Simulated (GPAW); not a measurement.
Crystal: Cu.

```xyz
4
Lattice="2.5308 0.0000 0.0000 -1.2654 2.1917 0.0000 0.0000 0.0000 8.2618" Properties=species:S:1:pos:R:3 pbc="T T T"
Cu    1.2654    0.7306    6.1964
Cu    0.0000    0.0000    4.1309
Cu    0.0000    1.4611    2.0655
Cu    0.0000    0.0000    0.0000
```

This isn't the form of Cu at room conditions, which is fcc.

```yaml
Program: GPAW 26.7.0
Task: single point
Functional: PBEsol
Potentials_or_basis: PAW data sets generated in the run's folder for this functional
Cutoff: 600 eV
Basis: pw
k_mesh: 12 × 12 × 4
Occupations: fermi-dirac, width 0.05 eV
Spin: no spin polarisation
```

On this cell: pressure 0.1 GPa; largest force under 0.003 eV/Å; band gap on the k mesh none (metal or under the smearing width).

The same run follows on a disturbed copy (atoms moved at random, drawn with an rms of 0.05 Å):

```
Cu
1.0
     2.53076    0.00000    0.00000
    -1.26538    2.19171    0.00000
     0.00000    0.00000    8.26182
Cu
4
Direct
  0.65743 0.33540 0.75223
  0.01416 0.01713 0.50490
  0.30484 0.64807 0.24496
  0.00679 0.01631 0.00473
```

What changes?

The energy (extrapolated to zero smearing) moves by +9.2 meV/atom; pressure 0.6 GPa; largest force 0.693 eV/Å; band gap on the k mesh none (metal or under the smearing width).

Forces in eV/Å, atoms in the order of the input:
```
Cu   0.049  0.042  0.165
Cu  -0.060 -0.066 -0.367
Cu   0.061  0.129  0.678
Cu  -0.050 -0.105 -0.476
```

Stress tensor (GPa, compression positive):
```
 0.25 -0.16  0.20
-0.16  0.89  0.32
 0.20  0.32  0.71
```

Caveats: with this Cu data set, volumes or pressures lay over 1.5 % or 2 GPa off other programs in two to four cells of ten.
